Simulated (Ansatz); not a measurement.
**MgO at 15 GPa (stress–strain coefficients): relaxed-ion elastic tensor**

Computed with DFT PBE, scalar-relativistic, plane waves, PAW in Ansatz 0.2.0. Plane waves to 420 eV; Γ-centred k mesh 10×10×10; fixed occupations. No spin polarisation.

The cell, relaxed at 15 GPa:
```yaml
crystal:
  lattice:
    - [0.00000, 2.06779, 2.06779]
    - [2.06779, 0.00000, 2.06779]
    - [2.06779, 2.06779, 0.00000]
  atoms:
    - { symbol: Mg, position: [0.00000, 0.00000, 0.00000] }
    - { symbol: O, position: [0.50000, 0.50000, 0.50000] }
```

Task: Give the relaxed-ion elastic constants (GPa, Voigt order xx yy zz yz xz xy, on the axes of the cell above).

Result:
C11 = 397.4, C12 = 113.7, C13 = 113.7, C22 = 397.4, C23 = 113.7, C33 = 397.4, C44 = 155.3, C55 = 155.3, C66 = 155.3 GPa; the others vanish.

Task: Is the crystal stable against homogeneous strain?

Result: Yes: the least eigenvalue of the tensor is 155.3 GPa.

Task: And the moduli of a polycrystal (Hill averages)?

Result: B = 208 GPa, G = 150 GPa, E = 362 GPa, ν = 0.21.

Cost: 1 run of about 0.062 core-minutes, on Intel Xeon 6975P-C (Granite Rapids) (shared hosts).